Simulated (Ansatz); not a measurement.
**Te: what symmetry allows forces and stress to be**

```xyz
3
Lattice="4.5797 0.0000 0.0000 -2.2899 3.7970 -0.0377 0.0000 -0.0579 6.2786" Properties=species:S:1:pos:R:3 pbc="T T T"
Te    3.2408   -0.0193    2.0929
Te   -1.6204    2.8844    4.0907
Te    0.6695    0.8740    0.0573
```

Method: Ansatz, DFT PBE, scalar-relativistic, plane waves, PAW.

Cutoff 420 eV; k points 9×9×6 on the computed 3-atom cell (Γ-centred); Gaussian smearing, width 0.05 eV; no spin polarisation.

This distorted cell has space group C2, with 2 operations.

Problem. Without a calculation: in which directions can each atom feel a force?

Solution. A force must be left unchanged by every operation that keeps its atom in place, so it lies in the space that those operations leave fixed. Atoms that the group maps onto each other feel forces of one size.
| atom | site symmetry | operations at the site | equivalent to atom | allowed force (Cartesian) |
| --- | --- | --- | --- | --- |
| Te1 | 2 | 2 | 1 | along (1.00, 0.00, 0.00) |
| Te2 | 1 | 1 | 2 | any direction |
| Te3 | 1 | 1 | 2 | any direction |

That leaves 4 independent force components of 9, tied by 1 condition that the forces sum to zero, so 3 remain. A relaxation in this cell that keeps the symmetry moves the atoms in these directions alone.

Problem. And the stress tensor?

Solution. It must be invariant under the point group, which leaves 4 independent components: xz, xy vanish.

Problem. Do the computed values obey this?

Solution. Yes. Forces (eV/Å):
```
Te1  0.370  0.000  0.000
Te2 -0.185 -0.383 -0.142
Te3 -0.185  0.383  0.142
```

Stress (GPa, compression positive, xx yy zz yz xz xy): -2.58 1.33 -2.21 1.70 0.00 0.00. The program imposes the same operations on density, forces and stress, so this confirms the analysis and is no independent test of the calculation.